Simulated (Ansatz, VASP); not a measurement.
HfC in VASP and in Ansatz

File POSCAR:

```
HfC
1.0
    0.0000000000      2.5292942988      2.5292942988
    2.5292942988      0.0000000000      2.5292942988
    2.5292942988      2.5292942988      0.0000000000
Hf C
1 1
Direct
    0.0000000000      0.0000000000      0.0000000000
    0.2500000000      0.2500000000      0.2500000000
```

INCAR.step1

```
PREC     = Accurate       # precision mode
ENCUT    = 520            # plane-wave cutoff, eV
ISMEAR   = 0              # smearing method
SIGMA    = 0.05           # smearing width, eV
LREAL    = F              # projectors in reciprocal space
LASPH    = T              # aspherical terms in the spheres
NELM     = 100            # most SCF steps
NBANDS   = 14             # bands
GGA      = PE             # functional
ALGO     = Normal         # electronic algorithm
EDIFF    = 1E-4           # SCF threshold, eV
LWAVE    = T              # write WAVECAR
LCHARG   = F              # write CHGCAR
```

The input INCAR.step2:

```
PREC     = Accurate       # precision mode
ENCUT    = 520            # plane-wave cutoff, eV
EDIFF    = 1E-6           # SCF threshold, eV
ISMEAR   = 0              # smearing method
SIGMA    = 0.05           # smearing width, eV
LREAL    = F              # projectors in reciprocal space
LASPH    = T              # aspherical terms in the spheres
NELM     = 100            # most SCF steps
ALGO     = Normal         # electronic algorithm
ISIF     = 2              # what is computed and relaxed
LWAVE    = F              # write WAVECAR
LCHARG   = F              # write CHGCAR
METAGGA  = R2SCAN         # meta-GGA
LMIXTAU  = T            
NBANDS   = 14             # bands
ISTART   = 1
```

Contents of KPOINTS:

```
regular mesh
0
Gamma
  12 12 12
```

Input for Ansatz:

```yaml
crystal:
  lattice:
    - [0.0, 2.5292942988, 2.5292942988]
    - [2.5292942988, 0.0, 2.5292942988]
    - [2.5292942988, 2.5292942988, 0.0]
  atoms:
    - { symbol: Hf, position: [0.0, 0.0, 0.0] }
    - { symbol: C, position: [0.25, 0.25, 0.25] }
basis:
  ecutwfc: 500
  ecutrho_ratio: 4
kpoints:
  mp_grid: { grid: [12, 12, 12] }
hamiltonian:
  xc: r2scan
scf:
  occupations: { method: gaussian, width: 0.05 }
output:
  forces: true
  stress: true
  eigenvalues: true
```

Alike in both runs: task single point; functional r2SCAN; k mesh 12 × 12 × 12; occupations gaussian, width 0.05 eV; no spin polarisation.

|  | VASP | Ansatz |
| --- | --- | --- |
| version | VASP 6.6.1 | Ansatz 0.2.0 |
| potentials or method | VASP PAW PBE potentials, release 64 (Hf_pv, C) | scalar-relativistic, plane waves, PAW |
| plane-wave cutoff (eV) | 520 | 500 |
| valence electrons in the cell | 14 | 30 |

|  | VASP | Ansatz | Ansatz less VASP |
| --- | --- | --- | --- |
| gap on the k mesh at the Fermi level (eV) | 0.61 | 0.60 | -0.011 |
| least direct gap on the mesh (eV) | 0.61 | 0.60 | -0.011 |
| pressure (GPa) | -3.6 | -3.0 | +0.61 |

With one functional, cell and mesh, what is left measures potentials, basis and numerics. The two sets of potentials don't hold the same shells in valence.

Caveats: the PAW data sets were made with another functional, which shifts forces and pressure a little (VASP); spin-orbit coupling is left out, which moves the levels of the heavy elements. A k mesh can miss the band edges. r2SCAN opens gaps a little over a GGA but as a rule still falls short of measured ones.
